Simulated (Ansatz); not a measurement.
Ti:

```
CELL_PARAMETERS angstrom
4.56737 0.00000 0.00000
-2.28369 3.95546 0.00000
0.00000 0.00000 2.82624
ATOMIC_POSITIONS crystal
Ti 0.66667 0.33333 0.50000
Ti 0.33333 0.66667 0.50000
Ti 0.00000 0.00000 0.00000
```

This isn't the form of Ti at room conditions, which is hcp.

```yaml
Program: Ansatz 0.2.0
Task: relaxation of cell and atoms
Functional: PBEsol
Potentials_or_basis: all-electron LAPW, scalar-relativistic
Basis_error_allowed: 0.002 eV/atom
k_mesh: 7 × 7 × 9
Occupations: fermi-dirac, width 0.05 eV
Spin: no spin polarisation
```

At the start: volume 17.02 Å³/atom.

Q: How do energy, volume and symmetry change on relaxing?

A: Over 5 steps the energy falls by 6.6 meV/atom and the volume is 16.47 Å³/atom (-3.2 %); space group P6/mmm (No. 191, to 0.05 Å).

Step by step:
```tsv
step	energy change (eV)	largest force (eV/Å)	volume (Å³)
1	0.0000	0.0000	51.06
2	-0.0030	0.0000	48.00
3	-0.0199	0.0000	49.47
4	-0.0199	0.0000	49.40
5	-0.0199	0.0000	49.40
```

Final structure:
```
Ti
1.0
     4.51566    0.00000    0.00000
    -2.25783    3.91068    0.00000
     0.00000    0.00000    2.79765
Ti
3
Direct
  0.66667 0.33333 0.50000
  0.33333 0.66667 0.50000
  0.00000 0.00000 0.00000
```
